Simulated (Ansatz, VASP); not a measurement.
BN: VASP beside Ansatz

INCAR

```
ALGO = Normal ; EDIFF = 1E-7
EDIFFG = -0.01 ; ENCUT = 600
GGA = CA ; IBRION = 2
ISIF = 3 ; ISMEAR = -1
LASPH = T ; LCHARG = F
LREAL = F ; LWAVE = F
NELM = 100 ; NSW = 40
PREC = Accurate ; SIGMA = 0.05
```

File KPOINTS:

```
k-points
0
Gamma
  13 13 13
```

Contents of POSCAR:

```
BN
1.0
    0.0000000000      1.8130010000      1.8130010000
    1.8130010000      0.0000000000      1.8130010000
    1.8130010000      1.8130010000      0.0000000000
N B
1 1
Direct
    0.2500000000      0.2500000000      0.2500000000
    0.0000000000      0.0000000000      0.0000000000
```

input.yaml

```yaml
crystal:
  lattice:
    - [0.0, 1.813001, 1.813001]
    - [1.813001, 0.0, 1.813001]
    - [1.813001, 1.813001, 0.0]
  atoms:
    - { symbol: "N", position: [0.25, 0.25, 0.25] }
    - { symbol: B, position: [0.0, 0.0, 0.0] }
hamiltonian:
  xc: lda
  pseudopotentials: { kind: paw }
kpoints:
  mp_grid: { grid: [13, 13, 13] }
scf:
  occupations: { method: fermi_dirac, width: 0.05 }
output:
  forces: true
  stress: true
  eigenvalues: true
  write_density: true
  write_potential: true
  elf: true
  volumetric_format: npy
relax:
  f_tol: 0.01
  max_steps: 40
  cell: { stress_tol: 0.05 }
```

The cell is a database's computed one.

Alike in both runs: task relaxation of cell and atoms; functional LDA; k mesh 13 × 13 × 13; occupations fermi-dirac, width 0.05 eV; no spin polarisation.

|  | VASP | Ansatz |
| --- | --- | --- |
| version | VASP 6.6.1 | Ansatz 0.2.0 |
| potentials or method | VASP PAW LDA potentials, release 64 (N, B) | Ansatz PAW |
| plane-wave cutoff (eV) | 600 | 420 |
| valence electrons in the cell | 8 | 8 |

|  | VASP | Ansatz | Ansatz less VASP |
| --- | --- | --- | --- |
| gap on the k mesh at the Fermi level, each at its own relaxed structure (eV) | 4.45 | 4.47 | +0.016 |
| relaxed volume (Å³/atom) | 5.75 | 5.74 | -0.011 |
| relaxed cell length with the largest relative difference (Å) | 2.533 | 2.532 | -0.0016 |
| energy change over the relaxation (meV/atom) | -9 | -10 | -0.8 |

Caveats: an odd mesh through Γ misses points on the zone boundary, where band edges often lie (VASP); odd divisions of the mesh miss points on the zone boundary, where band edges often lie, so the gap on the mesh can be too wide (Ansatz); the plane-wave basis is chosen anew once the cell has moved, so the energies of steps on either side of that aren't comparable (Ansatz); the pressure holds a Pulay correction of +1.4 GPa for the finite cutoff (Ansatz); the PAW data sets come from PBE, with cores solved anew for the run's functional, which leaves a small shift of forces and pressure (Ansatz).
